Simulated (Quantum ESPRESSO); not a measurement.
PtSe2 (Sudovikovite) in Quantum ESPRESSO: the effect of target pressure

PtSe2 (Sudovikovite):

```
CELL_PARAMETERS angstrom
3.72400 0.00000 0.00000
-1.86200 3.22508 0.00000
0.00000 0.00000 5.06200
ATOMIC_POSITIONS crystal
Pt 0.00000 0.00000 0.00000
Se 0.66667 0.33333 0.75000
Se 0.33333 0.66667 0.25000
```

Alike in all runs:

- Program: Quantum ESPRESSO 7.5
- Task: phonons
- Functional: PBEsol
- Potentials or basis: GBRV 1.5 PBEsol
- Cutoff: 612 eV
- Density cutoff: 4898 eV
- k mesh: 4 × 4 × 2, shifted
- Occupations: fermi-dirac, width 0.05 eV
- Spin: no spin polarisation

Each run relaxes the cell or the atoms first.

```tsv
target pressure	relaxed volume (Å³/atom)	highest phonon frequency (cm⁻¹)
-3 GPa	27.65	221
0 GPa	19.90	209
3 GPa	19.09	213
8 GPa	?	?
15 GPa	17.15	239
```

**Question.** What does the run with target pressure 8 GPa give?

**Answer.** Relaxed volume 18.12 Å³/atom; highest phonon frequency 224 cm⁻¹.

Worked out: The relaxed volume follows no smooth curve through the other rows. A parabola through the other rows of the highest phonon frequency, of slope 1.96 cm⁻¹ per GPa there, gives 215 cm⁻¹, against the run's 224.

Caveats: all runs use coarse meshes; the layers were relaxed without a dispersion term, so their spacing and the soft interlayer modes are unreliable; the mesh is thin for the phonons of a metal (some runs); the volume moved by over 15 % at a fixed basis, so the end points are rough (some runs); the cell is more than 3 GPa from zero pressure, which shifts response properties (some runs); this functional lacks dispersion, which binds the layers, so the pressure and a relaxed spacing across them are unreliable, and here the layers came unbound (some runs).
